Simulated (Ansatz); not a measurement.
Wires are cut from relaxed bulk Au (Fm-3m, 17.03 Å³/atom, gap on the mesh 0.00 eV); atoms and period are relaxed, and energies count from that bulk.

Computed with DFT PBEsol, scalar-relativistic, plane waves, PAW in Ansatz.

Cutoff 420 eV, Gaussian smearing of 0.05 eV, energies at zero smearing, symmetry of each start kept, no spin polarisation.

```csv
start,atoms,k mesh,excess energy (eV per host atom),line energy (eV/Å),period (Å),gap on the mesh (eV),highest filled level or Fermi level under vacuum (eV)
"[111] wire, 9 host atoms a period",9,1×1×8,1.058,1.464,6.505,0,5.36
"[111] wire, 10 host atoms a period",10,1×1×8,0.979,1.468,6.664,0,5.12
```

Spin-orbit coupling is left out, which matters for the bands of heavy elements.

Each run keeps its start's symmetry and one magnetic start, so lower states can exist.

Cost: 2 runs of about 21 core-minutes in all, on Arm Neoverse V2 (shared hosts).